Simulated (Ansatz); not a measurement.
Computed properties of CdTe

```yaml
crystal:
  lattice:
    - [3.06529, -3.09461, 0.00000]
    - [3.06529, 3.09461, 0.00000]
    - [0.00000, 0.00000, 6.09065]
  atoms:
    - { symbol: Cd, position: [0.27703, 0.72297, 0.75000] }
    - { symbol: Cd, position: [0.72297, 0.27703, 0.25000] }
    - { symbol: Te, position: [0.76614, 0.23386, 0.75000] }
    - { symbol: Te, position: [0.23386, 0.76614, 0.25000] }
```

Atoms are numbered in the order listed.

Structure from Materials Project entry mp-1066480 (possibly hypothetical), not relaxed further.

No spin–orbit coupling, which matters for the heavy atoms here.

Methods: DFT, PBEsol, all-electron LAPW, scalar-relativistic (Ansatz 0.2.0); DFT, PBEsol, PAW with Ansatz's default frozen-core files, scalar-relativistic (Ansatz 0.2.0).

For LAPW: a Γ-centred 9×9×6 k mesh, Fermi–Dirac smearing of 0.05 eV, basis error target 1 meV/atom, no spin polarisation. PAW takes a cutoff of 420 eV at this cell (files made with PBE, cores remade for this functional). The Ansatz runs share mesh, smearing and spin set-up. Values come from LAPW unless marked.

| Quantity | Value |
| --- | --- |
| Largest force | 0.059 eV/Å on Te3 |
| Volume per atom | 28.89 Å³ |

Problem. Predict this quantity. Band gap.

Solution. none: bands cross the Fermi level, a metal.

Problem. Predict this quantity. Pressure at this cell.

Solution. -32.1 kbar.

Problem. Give the computed value. Density of states at the Fermi level (0.2 eV bin).

Solution. 1.26 states/eV per cell.

Problem. Predict this quantity. Bader charges (from the PAW run).

Solution. Cd1 +0.52, Te3 -0.52 e.

Problem. Stress xx, yy, zz (compression positive): what does the calculation give?

Solution. -3.32, -3.34, -2.97 GPa.

Problem. Give the computed value. Löwdin charges (with 0.41 e of the cell spilling out of the atomic basis, so their sizes and signs hang on that basis).

Solution. Cd1 1.07, Te3 -0.86 e.
